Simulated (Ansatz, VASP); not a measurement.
**Two plane-wave programs on CdTe**

```
Cd Te
1.0
     0.00000    3.05376    3.05376
     3.05376    0.00000    3.05376
     3.05376    3.05376    0.00000
Cd Te
1 1
Cartesian
  3.0538 3.0538 3.0538
  0.0000 0.0000 0.0000
```

Alike in both runs: task single point; functional revPBE; k mesh 6 × 6 × 6; occupations gaussian, width 0.05 eV; no spin polarisation.

|  | VASP | Ansatz |
| --- | --- | --- |
| version | VASP 6.6.1 | Ansatz 0.2.0 |
| potentials or method | VASP PAW PBE potentials, release 64 (Cd, Te) | scalar-relativistic, plane waves, PAW |
| plane-wave cutoff (eV) | 520 | 420 |
| valence electrons in the cell | 18 | 36 |

Ansatz gave:

- gap on the k mesh at the Fermi level (eV): none
- pressure (GPa): 1.9

Task: What did VASP give for the same quantities?

Result: gap on the k mesh at the Fermi level (eV): none; pressure (GPa): 2.1.

A gap of «none» marks a metal or a gap that the smearing closes. The functional is the same, so the differences come from potentials, cutoffs and numerics. The two sets of potentials don't hold the same shells in valence.

Caveats: the PAW data sets were made with another functional, which shifts forces and pressure a little (VASP). Spin-orbit coupling is left out, which matters for the levels of Te.
